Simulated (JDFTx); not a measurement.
The system is CuO.

```
Cu O
1.0
     2.55255    0.00000    0.00000
     0.00000    2.55255    0.00000
     0.00000    0.00000    2.55255
Cu O
1 1
Direct
  0.00000 0.00000 0.00000
  0.50000 0.50000 0.50000
```

Measurements of this composition are mostly on another form, of space group No. 15.

| Property | Result |
| --- | --- |
| Program | JDFTx 1.7.0 (patched build) |
| Task | relaxation of cell and atoms |
| Functional | PBE |
| Potentials or basis | Ansatz-NC-SR-PBE with smoothed tails |
| Cutoff | 1252 eV |
| Density cutoff | 10014 eV |
| k mesh | 6 × 6 × 6 |
| Occupations | fermi-dirac, width 0.05 eV |
| Spin | no spin polarisation |

At the start: pressure 20.9 GPa; volume 8.32 Å³/atom.

How do energy, volume and symmetry change on relaxing?

Over 6 steps the energy falls by 48.6 meV/atom and the volume is 9.12 Å³/atom (+9.6 %); space group Pm-3m (No. 221, to 0.05 Å).

The path:
```tsv
step	energy change (eV)	largest force (eV/Å)	pressure (GPa)	volume (Å³)
1	0.0000	0.0000	20.89	16.63
2	-0.0209	0.0000	18.19	16.80
3	-0.0958	0.0000	2.11	18.04
4	-0.0971	0.0000	0.25	18.21
5	-0.0971	0.0000	0.04	18.23
6	-0.0971	0.0000	0.01	18.23
```

Final structure:
```
Cu O
1.0
     2.63206    0.00000    0.00000
     0.00000    2.63206    0.00000
     0.00000    0.00000    2.63206
Cu O
1 1
Direct
  0.00000 0.00000 0.00000
  0.50000 0.50000 0.50000
```

Caveat: the k mesh is coarse (spacing up to 0.41 Å⁻¹), so the values aren't converged; the plane waves are those of the starting cell, so after so large a change of volume the result is rough; an odd number of electrons without spin polarisation forces a metal; a magnetic or distorted state may lie lower; the run has no spin polarisation, though such a crystal can be magnetic.
